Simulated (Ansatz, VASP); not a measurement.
## Cross-check of GaP between VASP and Ansatz

Aim: how closely do two programs agree when they are given the same cell, functional and k mesh?

Calculated with Ansatz 0.2.0; plane waves, with VASP 6.6.1 beside it; single point at HSE06.

## (1) Starting point

Symmetry: F-43m, No. 216, cubic system. Conventional cell: a = 5.451 Å, b = 5.451 Å, c = 5.451 Å, α = 90.00°, β = 90.00°, γ = 90.00°. Ga has 4 P at 2.36 Å nearest. Nearest to P lie 4 Ga at 2.36 Å. Farther neighbours are not listed.

As a file:

```xyz
2
Lattice="0.0000 2.7252 2.7252 2.7252 0.0000 2.7252 2.7252 2.7252 0.0000" Properties=species:S:1:pos:R:3 pbc="T T T"
Ga    0.0000    0.0000    0.0000
P     1.3626    1.3626    1.3626
```

## (2) VASP: single point, HSE06

With cell and atoms fixed, the geometry can't cause a difference; cores, projectors, grids and the points listed under the comparison can.

Lines of VASP's logs that name or quote its potential files are left out, and so is its time.

The run reads the wave functions of an earlier VASP run, which isn't shown here.

INCAR

```
SYSTEM = GaP
PREC = Accurate
ENCUT = 430
EDIFF = 1E-08
NELM = 100
ISMEAR = 0
SIGMA = 0.01
LREAL = .FALSE.
ALGO = Normal
LHFCALC = .TRUE.
AEXX = 0.25
GGA = PE
HFSCREEN = 0.2
LASPH = .TRUE.
NBANDS = 15
PRECFOCK = Fast
LORBIT = 11
LWAVE = .TRUE.
LCHARG = .FALSE.
KPAR = 8
```

POSCAR

```
GaP
1.0
    0.0000000000      2.7252500000      2.7252500000
    2.7252500000      0.0000000000      2.7252500000
    2.7252500000      2.7252500000      0.0000000000
Ga P
1 1
Direct
    0.0000000000      0.0000000000      0.0000000000
    0.2500000000      0.2500000000      0.2500000000
```

KPOINTS

```
Automatic mesh
0
Gamma
6 6 6
0 0 0
```

Potentials, in the order of the species: Ga_d_GW and P_GW (PBE family, release 64).

Started as:

```console
> mpirun -np 8 vasp_std
```

Numbers of over 12 decimals in the logs are rounded to 6 here.

The program printed:

```text
[banner, memory and clock lines left out]
running    8 mpi-ranks, on    1 nodes
 distrk:  each k-point on    1 cores,    8 groups
 distr:  one band on    1 cores,    1 groups

 POSCAR found type information on POSCAR GaP
 POSCAR found :  2 types and       2 ions
|                                                                             |
|           W    W    AA    RRRRR   N    N  II  N    N   GGGG   !!!           |
|           W    W   A  A   R    R  NN   N  II  NN   N  G    G  !!!           |
|           W    W  A    A  R    R  N N  N  II  N N  N  G       !!!           |
|           W WW W  AAAAAA  RRRRR   N  N N  II  N  N N  G  GGG   !            |
|           WW  WW  A    A  R   R   N   NN  II  N   NN  G    G                |
|           W    W  A    A  R    R  N    N  II  N    N   GGGG   !!!           |
|                                                                             |
|     For optimal performance we recommend to set                             |
|       NCORE = 2 up to number-of-cores-per-socket                            |
|     NCORE specifies how many cores store one orbital (NPAR=cpu/NCORE).      |
|     This setting can greatly improve the performance of VASP for DFT.       |
|     The default, NCORE=1 might be grossly inefficient on modern             |
|     multi-core architectures or massively parallel machines. Do your        |
|     Unfortunately you need to use the default for GW and RPA                |
|     calculations (for HF NCORE is supported but not extensively tested      |
|     yet).                                                                   |
|                                                                             |

 LDA part: xc-table for (Slater+PW92), standard interpolation
 found WAVECAR, reading the header
 POSCAR, INCAR and KPOINTS ok, starting setup
 FFT: planning ... GRIDC
 FFT: planning ... GRID_SOFT
 FFT: planning ... GRID
 reading WAVECAR
 the WAVECAR file was read successfully
 initial charge from wavefunction
 entering main loop
       N       E                     dE             d eps       ncg     rms          rms(c)
DAV:   1    -0.107893760764E+02   -0.10789E+02   -0.55082E-01   762   0.186E+01    0.647E-01
DAV:   2    -0.107787077057E+02    0.10668E-01   -0.73016E-02   760   0.626E+00    0.304E-01
DAV:   3    -0.107781776152E+02    0.53009E-03   -0.58210E-03   676   0.176E+00    0.151E-01
DAV:   4    -0.107779851309E+02    0.19248E-03   -0.32149E-04   672   0.219E-01    0.825E-02
DAV:   5    -0.107779298160E+02    0.55315E-04   -0.95317E-05   797   0.936E-02    0.482E-02
DAV:   6    -0.107779142056E+02    0.15610E-04   -0.14255E-05   732   0.363E-02    0.287E-02
DAV:   7    -0.107779070046E+02    0.72010E-05   -0.23002E-06   728   0.178E-02    0.172E-02
DAV:   8    -0.107779043077E+02    0.26969E-05   -0.95533E-07   699   0.833E-03    0.103E-02
DAV:   9    -0.107779033273E+02    0.98044E-06   -0.38195E-07   785   0.462E-03    0.618E-03
DAV:  10    -0.107779028817E+02    0.44564E-06   -0.10093E-07   783   0.265E-03    0.372E-03
DAV:  11    -0.107779027001E+02    0.18156E-06   -0.33117E-08   767   0.170E-03    0.223E-03
DAV:  12    -0.107779026475E+02    0.52574E-07   -0.86671E-09   345   0.106E-03    0.135E-03
DAV:  13    -0.107779026220E+02    0.25509E-07   -0.77978E-09   331   0.753E-04    0.809E-04
DAV:  14    -0.107779026094E+02    0.12613E-07   -0.34573E-09   303   0.662E-04    0.491E-04
DAV:  15    -0.107779026015E+02    0.78785E-08   -0.34067E-09   289   0.558E-04
   1 F= -.10777903E+02 E0= -.10777903E+02  d E =-.381402E-15
 writing wavefunctions
```

Parts of OUTCAR (step 2):

```text
ion  position               nearest neighbor table
   1  0.000  0.000  0.000-   2 2.36   2 2.36   2 2.36   2 2.36
   2  0.250  0.250  0.250-   1 2.36   1 2.36   1 2.36   1 2.36

  LATTYP: Found a face centered cubic cell.
 ALAT       =     5.4505000000

 Subroutine GETGRP returns: Found 24 space group operations
 (whereof 24 operations were pure point group operations)

The static configuration has the point symmetry T_d .

 Found     16 irreducible k-points:

   k-points           NKPTS =     16   k-points in BZ     NKDIM =    216   number of bands    NBANDS=     15

   dimension x,y,z NGX =    28 NGY =   28 NGZ =   28
   dimension x,y,z NGXF=    56 NGYF=   56 NGZF=   56

   ENCUT  =  430.0 eV  31.60 Ry    5.62 a.u.   6.52  6.52  6.52*2*pi/ulx,y,z

   NELECT =      18.0000    total number of electrons

 k-points in reciprocal lattice and weights: Automatic mesh
   0.00000000  0.00000000  0.00000000       0.005
   0.16666667  0.00000000  0.00000000       0.037
   0.33333333  0.00000000  0.00000000       0.037
   0.50000000  0.00000000  0.00000000       0.019
   0.16666667  0.16666667  0.00000000       0.028
   0.33333333  0.16666667  0.00000000       0.111
   0.50000000  0.16666667  0.00000000       0.111
  -0.33333333  0.16666667  0.00000000       0.111
  -0.16666667  0.16666667  0.00000000       0.056
[...]
-0.33333333  0.33333333  0.16666667       0.111
  -0.33333333  0.50000000  0.16666667       0.056

  exchange ACFDT corr.  =         0.00000000  see jH, gK, PRB 81, 115126

 average (electrostatic) potential at core
       1 -57.7468       2 -70.9484

 E-fermi :   3.9661

 k-point     1 :       0.0000    0.0000    0.0000
  band No.  band energies     occupation
    ...
      5     -13.0463      2.00000
      6      -9.8719      2.00000
      7       3.9151      2.00000
      8       3.9151      2.00000
      9       3.9151      2.00000
     10       6.7186      0.00000
     11       8.7083      0.00000
     12       8.7083      0.00000
     13       8.7083      0.00000
     14      13.8095      0.00000
    ...

 k-point     2 :       0.1667    0.0000    0.0000
  band No.  band energies     occupation
    ...
      5     -13.0462      2.00000
      6      -9.4905      2.00000
      7       1.4002      2.00000
      8       3.5218      2.00000
      9       3.5218      2.00000
     10       7.2612      0.00000
     11       9.2961      0.00000
     12       9.2961      0.00000
     13       9.9161      0.00000
     14      13.9149      0.00000
    ...

 k-point     3 :       0.3333    0.0000    0.0000
  band No.  band energies     occupation
    ...
      5     -13.0438      2.00000
      6      -8.4682      2.00000
      7      -1.7448      2.00000
      8       2.9362      2.00000
      9       2.9362      2.00000
     10       6.6869      0.00000
     11       9.6751      0.00000
     12       9.6751      0.00000
     13      12.6328      0.00000
     14      14.6717      0.00000
    ...

  energy-cutoff  :      430.00
  volume of cell :       40.48
      direct lattice vectors                 reciprocal lattice vectors
     0.000000000  2.725250000  2.725250000    -0.183469406  0.183469406  0.183469406
     2.725250000  0.000000000  2.725250000     0.183469406 -0.183469406  0.183469406
     2.725250000  2.725250000  0.000000000     0.183469406  0.183469406 -0.183469406

 POSITION                                       TOTAL-FORCE (eV/Angst)
 -----------------------------------------------------------------------------------
      0.00000      0.00000      0.00000        -0.000000     -0.000000     -0.000000
      1.36262      1.36262      1.36262         0.000000      0.000000      0.000000
 -----------------------------------------------------------------------------------
    total drift:                                0.000025      0.000018      0.000021

  FREE ENERGIE OF THE ION-ELECTRON SYSTEM (eV)
  ---------------------------------------------------
  free  energy   TOTEN  =       -10.7779026015 eV

  energy  without entropy=      -10.7779026015  energy(sigma->0) =      -10.77790260

 total charge
# of ion       s       p       d       tot
------------------------------------------
    1        0.809   0.851   9.988  11.648
    2        1.110   1.751   0.045   2.906
--------------------------------------------------
tot          1.919   2.602  10.033  14.554

[... 3 further parts left out ...]
```

The gap is read on the k-mesh alone, so it is an upper bound where the band edges lie off the mesh. The PAW data sets were made with PBE, which is usual practice but a small mismatch for other functionals.

## (3) Ansatz: single point, HSE06

Ansatz runs on its default PAW (the set named soft_2) files.

The same cell, functional, mesh and smearing now go to Ansatz, which takes its cutoff from its data sets.

input.yaml

```yaml
crystal:
  lattice:
    - [0.0, 2.72525, 2.72525]
    - [2.72525, 0.0, 2.72525]
    - [2.72525, 2.72525, 0.0]
  atoms:
    - { symbol: Ga, position: [0.0, 0.0, 0.0] }
    - { symbol: P, position: [0.25, 0.25, 0.25] }
hamiltonian:
  xc: { exchange: pbe, correlation: pbe, exx: { coeff: 0.25, omega: 0.2 } }
  pseudopotentials: { kind: paw }
kpoints:
  mp_grid: { grid: [6, 6, 6] }
scf:
  occupations: { method: gaussian, width: 0.01 }
  n_extra_bands: 4
output:
  forces: true
  stress: true
  eigenvalues: true
```

Started as:

```console
> ansatz run input.yaml --threads 4 --pin off --max-ram 9216MiB --backend cpu --events-out ev --progress --plain --runs-dir out
```

The program printed:

```text
Warning: output.stress: scf.convergence.dr2_threshold = 1e-7 eV (the SCF's general default) is looser than the 2e-10 eV advised for a printed stress (1e-10 eV for each atom of the cell: 2). What an SCF threshold leaves in a stress goes as its square root, and in the free energy as the threshold itself, and one threshold admits the most on a small cell: [figures from the program's tests cut] Set scf.convergence.dr2_threshold to 2e-10 eV or tighter. The threshold is an SCF's pass mark: one that does not reach it within its budget of iterations ends unconverged, or closes short of it on a stop that the run arms, and scf.convergence.dr2_threshold's page says what that costs each kind of run
Warning: output.stress: scf.exx.energy_threshold = 1e-6 eV is looser than the 2e-8 eV advised for a stress under a hybrid functional (1e-8 eV for each atom of the cell: 2). Every SCF of the exchange loop can meet its threshold on dr2 while the loop round them stops early: no threshold on dr2 bounds what that leaves in the stress. Set scf.exx.energy_threshold to 2e-8 eV or tighter. The threshold is the loop's pass mark: a loop that does not reach it within its budget of cycles ends unconverged, and scf.exx.energy_threshold's page has the law
scf.n_extra_bands = 4 over 9 filled bands (N_el = 18.0): the run solves 13 bands
Engine: ansatz 0.2.0, aarch64-unknown-linux-gnu
Pseudopotentials: kind: paw
Pseudopotential: Ga, paw, valence charge 13, recommended cutoff 420 eV (normal), Ga.paw.azcp
Pseudopotential: P, paw, valence charge 5, recommended cutoff 420 eV (normal), P.paw.azcp
Functional definition: unnamed
  parameter a_1 = 0.25
  parameter omega_1 = 0.2/angstrom
  exchange = pbe_x + (-a_1)*pbe_x_sr(omega_1) + a_1*exact_x_sr(omega_1)
  correlation = pbe_c
Crystal: 2 atoms, lattice volume = 40.481 Å³
Basis set: ecut = 420 eV, 749 PW (Γ), exchange–correlation on 54×54×54 points (8 copies of the dense FFT grid, shifted against one another)
Bands: 13, of which v1, the nominal top of the filled ones, is band 9 counted from 1 (8 counted from 0)
Symmetry: 24 space group operations
Space group: F-43m (ITA 216), of the structure as read, at distance tolerance 3.4e-5 Å
k-points: 16 of 216 (time reversal used)
Non-local potential: Ga, projectors of the file, l = 0: 2, l = 1: 2, l = 2: 3, l = 3: 1
Non-local potential: P, projectors of the file, l = 0: 2, l = 1: 2, l = 2: 2
PAW form: soft (Blöchl's): semilocal exchange-correlation on the pseudo side does not see the compensation charge
PAW frozen core: Ga, regenerated for the run's functional, and the local potential with it (the file was generated under x = pbe(κ = 0.804, μ = 0.219515), c = pbe(β = 0.066725))
PAW frozen core: P, regenerated for the run's functional, and the local potential with it (the file was generated under x = pbe(κ = 0.804, μ = 0.219515), c = pbe(β = 0.066725))
PAW one-centre angular grid: Ga, 590 points (default); XC on 64 Gauss nodes
PAW one-centre angular grid: P, 110 points (default); XC on 64 Gauss nodes
Initial density: superposition of atomic densities (neutral atoms: chi_scale 0, normalization atom), corrected by the library's trained network
Initial wavefunctions: pseudopotential atomic-orbital guess
Functional: x = pbe(κ = 0.804, μ = 0.219515), c = pbe(β = 0.066725), warm-up for x = pbe(κ = 0.804, μ = 0.219515) + 0.25 (exact − pbe) at short range (hse, ω = 0.2 Å⁻¹), c = pbe(β = 0.066725)
SCF iter   1: F=—  HF=-4539.532547 eV  |F-HF|=—  |Δ(HF+E_count)|=         —  Δρ=1.34e-3  dr2=1.24e-3  ethr=1.77e-3  ⟨swp⟩=6.8  Hψ=895  notcnv=0
preconditioner: auto → none  [insulator: Δε(μ)=1.635 eV  Ē_g=15.520 eV  σ=0.010 eV  W_gap=1.00  n_scr=14 (ndim 8)  ℏωp=24.8 eV  f_vac=0.011  D(μ)=0.00/eV (n_scr^D=0)]
iter 2 solved again at ethr=6.15e-7 eV; its pass at ethr=6.90e-6 eV (dr2=1.11e-4 eV) is discarded
SCF iter   2: F=-4539.532577 eV  HF=-4539.532583 eV  |F-HF|=6.28e-6  |Δ(HF+E_count)|=   3.63e-5  Δρ=4.79e-4  dr2=1.11e-4  ethr=6.15e-7  ⟨swp⟩=2.6  Hψ=1052  notcnv=0  defer=1
SCF 1 stopped early in 2 iterations: F = -4539.532577 eV  dr2 = 1.11e-4
  greatest PAW one-centre occupation: 0.994 electrons in one spin orbital (limit 2), on the Ga atom at site 0 (counted from 0), in its partial waves of l = 2
Initial density: handed on by an earlier stage of this run
Initial wavefunctions: those handed on with the density
Functional: x = pbe(κ = 0.804, μ = 0.219515) + 0.25 (exact − pbe) at short range (hse, ω = 0.2 Å⁻¹), c = pbe(β = 0.066725)
Exchange kernel: α = 0.2500, screened, ω = 0.2000 Å⁻¹, Wigner–Seitz truncation, v(0) = 1130.0380 eV·Å³, q-mesh 6×6×6, nearest image of the exchange supercell L = 23.12 Å, pair-density grid 15×15×15, without the augmentation charges, whose exchange is taken in its separable form by FFT convolution over the k-point mesh (sized by the pseudopotential files, 24×24×24 at the most), smooth part of the exact exchange by density-matrix convolution
Frozen-core exchange: fock
SCF iter   1: F=—  HF=-4540.608425 eV  |F-HF|=—  |Δ(HF+E_count)|=         —  Δρ=1.28e-2  dr2=2.63e-2  ethr=6.18e-6  ⟨swp⟩=5.6  Hψ=989  notcnv=0
preconditioner: auto → none  [insulator: Δε(μ)=2.283 eV  Ē_g=18.319 eV  σ=0.010 eV  W_gap=1.00  n_scr=14 (ndim 8)  ℏωp=24.8 eV  f_vac=0.011  D(μ)=0.00/eV (n_scr^D=0)]
SCF iter   2: F=—  HF=-4540.595352 eV  |F-HF|=—  |Δ(HF+E_count)|=   1.31e-2  Δρ=2.56e-3  dr2=2.49e-3  ethr=6.18e-6  ⟨swp⟩=4.0  Hψ=760  notcnv=0
SCF iter   3: F=—  HF=-4540.602211 eV  |F-HF|=—  |Δ(HF+E_count)|=   6.86e-3  Δρ=3.23e-3  dr2=1.54e-3  ethr=6.18e-6  ⟨swp⟩=4.1  Hψ=732  notcnv=0
SCF iter   4: F=—  HF=-4540.602028 eV  |F-HF|=—  |Δ(HF+E_count)|=   1.84e-4  Δρ=1.23e-3  dr2=2.99e-4  ethr=6.18e-6  ⟨swp⟩=2.0  Hψ=401  notcnv=0
SCF iter   5: F=—  HF=-4540.602037 eV  |F-HF|=—  |Δ(HF+E_count)|=   9.44e-6  Δρ=6.75e-5  dr2=1.35e-5  ethr=1.10e-6  ⟨swp⟩=2.8  Hψ=397  notcnv=0
SCF iter   6: F=—  HF=-4540.602222 eV  |F-HF|=—  |Δ(HF+E_count)|=   1.84e-4  Δρ=1.42e-4  dr2=3.62e-6  ethr=1.73e-8  ⟨swp⟩=4.1  Hψ=690  notcnv=0
SCF iter   7: F=-4540.602216 eV  HF=-4540.602216 eV  |F-HF|=3.61e-8  |Δ(HF+E_count)|=   5.74e-6  Δρ=1.88e-5  dr2=1.44e-7  ethr=1.73e-8  ⟨swp⟩=4.0  Hψ=539  notcnv=0
SCF 2 stopped early in 7 iterations: F = -4540.602216 eV  dr2 = 1.44e-7
  greatest PAW one-centre occupation: 0.995 electrons in one spin orbital (limit 2), on the Ga atom at site 0 (counted from 0), in its partial waves of l = 2
hybrid outer 1: dexx = +8.084e-3 eV, tail = 2.25e-5 eV
Exchange kernel: α = 0.2500, screened, ω = 0.2000 Å⁻¹, Wigner–Seitz truncation, v(0) = 1130.0380 eV·Å³, q-mesh 6×6×6, nearest image of the exchange supercell L = 23.12 Å, pair-density grid 15×15×15, without the augmentation charges, whose exchange is taken in its separable form by FFT convolution over the k-point mesh (sized by the pseudopotential files, 24×24×24 at the most), smooth part of the exact exchange by density-matrix convolution
Frozen-core exchange: fock
SCF iter   1: F=—  HF=-4540.602085 eV  |F-HF|=—  |Δ(HF+E_count)|=         —  Δρ=4.88e-5  dr2=1.44e-6  ethr=6.25e-7  ⟨swp⟩=3.6  Hψ=481  notcnv=0
preconditioner: auto → none  [insulator: Δε(μ)=2.306 eV  Ē_g=18.138 eV  σ=0.010 eV  W_gap=1.00  n_scr=14 (ndim 8)  ℏωp=24.8 eV  f_vac=0.009  D(μ)=0.00/eV (n_scr^D=0)]
SCF iter   2: F=—  HF=-4540.602085 eV  |F-HF|=—  |Δ(HF+E_count)|=   1.30e-9  Δρ=1.72e-5  dr2=1.12e-7  ethr=7.59e-9  ⟨swp⟩=3.9  Hψ=543  notcnv=0
SCF iter   3: F=—  HF=-4540.602085 eV  |F-HF|=—  |Δ(HF+E_count)|=   5.57e-7  Δρ=1.17e-5  dr2=5.90e-8  ethr=1.69e-10  ⟨swp⟩=4.0  Hψ=637  notcnv=0
SCF iter   4: F=-4540.602085 eV  HF=-4540.602085 eV  |F-HF|=2.82e-9  |Δ(HF+E_count)|=   1.21e-8  Δρ=1.30e-6  dr2=2.53e-9  ethr=1.69e-10  ⟨swp⟩=3.0  Hψ=499  notcnv=0
SCF 3 converged in 4 iterations: F = -4540.602085 eV  dr2 = 2.53e-9
  Residual-converged pass: ⟨swp⟩=3.0  Hψ=401  notcnv=0  max |occ|·‖R‖ = 2.4e-6 eV (tolerance 2.4e-6 eV)  dr2=2.54e-9  dr2_onsite=6.02e-9  max |Δocc| = 0.0e0
hybrid outer 2: dexx = +5.697e-7 eV, tail = 2.88e-8 eV, Δε = 2.68e-3 eV (about 1.09e-4 eV left of the loop's levels)
hybrid SCF converged: 2 outer / 11 inner (+2 warm-up), last move |dexx| = 5.70e-7 eV, tail = 2.88e-8 eV
Stability not checked: this state was not tested for a lower state beside it, because the functional holds exact exchange (a hybrid, or Hartree-Fock), whose exchange loop this test does not read (fock_operator; see scf.lower_state_search)
Free energy (F): -4540.602085 eV
Frozen-core exchange: fock
Harris-Foulkes:  -4540.602085 eV  (|F-HF|=2.82e-9)
Internal energy: -4540.602085 eV  (E = F + TS)
E sigma→0 (E₀):  -4540.602085 eV
Fermi energy:    7.796453 eV
--- Per-component energies (eV) ---
  E_band       = -95.901046
  E_kinetic    = 185.363730
  E_local      = -2203.988621  (includes V_loc(G=0)·N_el)
  E_nonlocal   = 459.977517
  E_hartree    = 1022.595162
  E_xc         = -105.488526
  E_vxc        = -95.715177  (∫ρ·V_xc dr)
  E_exx        = -56.552698  (= α·E_x^exact, valence–valence)
  E_paw        = -2529.901173  (= ΣΔE_a)
  E_vpaw       = -373.623083  (= ΣTr[D̂ρ^β])
  E_aug_tail   = -0.000107  (compensation charges beyond the density's cutoff)
  E_ewald      = -1312.644944
  E_core_change = 0.037573  (= ΣΔE_core)
  E_smearing   = -0.000000  (= −TS)
  E_closure    = 0.000000  (closes the sum)
  Σ components = -4540.602085   (vs F -4540.602085, Δ=-9.09e-13)
--- Forces (eV/Å), atoms counted from 1 ---
  atom   1  Ga     0.00000000    -0.00000000     0.00000000
  atom   2  P     -0.00000000     0.00000000     0.00000000
  max |Σ_I F_I| component: 7.40e-17 eV/Å
--- Stress (GPa, compression-positive) ---
        0.716895       0.000000      -0.000000
        0.000000       0.716895       0.000000
       -0.000000       0.000000       0.716895
  P = ⅓ Tr σ = 0.7169 GPa (7.169 kbar)
--- Band table (eV; the first three rows and the last of 16) ---
  k-point 0: bands = [... 5 lower, -7.1445, 6.6432, 6.6432, 6.6432, 9.4614, 11.4302, 11.4302, 11.4302]
  k-point 1: bands = [... 5 lower, -6.7632, 4.1294, 6.2493, 6.2493, 9.9932, 12.0178, 12.0178, 12.6450]
  k-point 2: bands = [... 5 lower, -5.7403, 0.9822, 5.6635, 5.6635, 9.4162, 12.3958, 12.3958, 15.3612]
  k-point 15: bands = [... 5 lower, -3.8690, -0.5153, 2.9631, 3.1120, 10.8873, 11.2072, 15.3385, 15.3496]
```

The job ended after 9.2 s (4 threads of Arm Neoverse V2, shared host; peak memory 1.1 GiB).

In the SCF lines HF is the Harris–Foulkes energy and dr2 the Hartree energy of the density residual, in eV; the loop may stop once dr2 is under the threshold and the program's other checks hold. Hψ counts applications of the Hamiltonian.

The run ends at a pressure of 0.72 GPa.

## (4) Differences

Known differences besides the potentials themselves: exact exchange at q = 0 is treated differently, which shows on coarse meshes; VASP keeps PBE cores, Ansatz makes them for the functional; the cutoff is 420 eV in Ansatz and 430 eV in VASP; VASP takes a coarser grid for exact exchange (PRECFOCK = Fast). Total energies have different zeros and are not compared.

Compared:

| quantity | Ansatz | VASP | difference |
| --- | --- | --- | --- |
| gap on the k mesh (eV) | 2.306 | 2.309 | -0.003 |

A gap on the mesh is an upper bound, since the band edges may lie between its points.

## (5) Summary of results

```json
{"difference in gap on the k mesh (single point, HSE06)": "-0.0031 eV"}
```

What this shows: The difference in gap on the k mesh is -0.0031 eV (single point, HSE06), within the 0.08 eV picked in this series as the mark of a large difference. Such differences can come from data sets, numerical settings and the points named under the comparisons, not from the functional's error against experiment.

[Lines on the potential files, build, host, timing and source positions are cut from VASP's logs without a mark.]

[Logs are printed without paths, hosts, clocks, repeated set-up lines and the standing remarks that a program may print on its own settings, such as how far it seeks lower states.]

[Hosts, paths, dates, database ids (printed as entryN), source tags and the programs' standing remarks are cut or masked in the printed files.]
